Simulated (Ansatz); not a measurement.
# SrO: the cost of one run

Program: Ansatz 0.2.0. Level of theory: DFT r2SCAN, scalar-relativistic, plane waves, PAW. These are calculated values, not measurements.

1 further run of the same task is left out (set aside as unsound or not needed).

### Step 1. The starting structure

Symmetry: Fm-3m, No. 225, cubic system. The conventional cell has a = 5.140 Å, b = 5.140 Å, c = 5.140 Å, α = 90.00°, β = 90.00°, γ = 90.00°. Sr (site symmetry m-3m) has 6 O at 2.57 Å as nearest neighbours. O (site symmetry m-3m) is surrounded by 6 Sr at 2.57 Å.

As a file:

```cif
data_structure
_symmetry_space_group_name_H-M 'P 1'
_symmetry_Int_Tables_number 1
_cell_length_a 3.6342
_cell_length_b 3.6342
_cell_length_c 3.6342
_cell_angle_alpha 60.000
_cell_angle_beta 60.000
_cell_angle_gamma 60.000
_cell_volume 33.94
loop_
_atom_site_label
_atom_site_type_symbol
_atom_site_fract_x
_atom_site_fract_y
_atom_site_fract_z
_atom_site_occupancy
Sr1 Sr 0.00000 0.00000 0.00000 1
O1 O 0.50000 0.50000 0.50000 1
```

The structure comes from the Crystallography Open Database.

### Step 2. Functional and cell changed: r2SCAN

What differs from the listed cell: strain xx, yy, zz, yz, xz, xy = +3.9, +3.9, +3.9, +0.0, +0.0, +0.0 %.

The input, input.yaml:

```yaml
crystal:
  lattice:
    - [0.0, 2.67066465, 2.67066465]
    - [2.67066465, 0.0, 2.67066465]
    - [2.67066465, 2.67066465, 0.0]
  atoms:
    - { symbol: Sr, position: [0.0, 0.0, 0.0] }
    - { symbol: O, position: [0.5, 0.5, 0.5] }
basis:
  ecutwfc: 500
kpoints:
  mp_grid: { grid: [8, 8, 8] }
hamiltonian:
  xc: r2scan
scf:
  occupations: { method: gaussian, width: 0.02 }
output:
  forces: true
  stress: true
  eigenvalues: true
```

Launch:

```console
$ ansatz run input.yaml --threads 1 --pin off --max-ram 1331MiB --backend cpu --events-out ev --progress --plain --runs-dir out
```

What time and memory should one allow on 1 thread of an x86-64 CPU, shared host?

About 4 s, with a peak of 0.41 GiB.
